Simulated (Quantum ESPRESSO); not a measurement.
**MgS (Niningerite): energy-loss spectrum under several settings**

```
S Mg
1.0
     0.00000    2.60165    2.60165
     2.60165    0.00000    2.60165
     2.60165    2.60165    0.00000
S Mg
1 1
Direct
  0.50000 0.50000 0.50000
  0.00000 0.00000 0.00000
```

All runs used Quantum ESPRESSO 7.5; potentials PseudoDojo 0.4.1 SR PBE standard; k mesh 4 × 4 × 4, shifted; given cell; no spin polarisation; cutoff 1143 eV; occupations smeared at first, fixed for the response.

```csv
level,approximation,q (Å⁻¹),direction,peak of the loss (eV),height
PBE,RPA with local fields,0.10,001,17.6,2.30
PBE,RPA with local fields,0.30,001,18.0,2.05
PBE,RPA with local fields,0.50,001,19.6,1.81
PBE,RPA with local fields,0.75,001,?,?
PBE,RPA with local fields,1.00,001,21.4,1.50
```

Task: What stands in the row left open?

Result: Peak of the loss 20.8 eV; height 1.61.
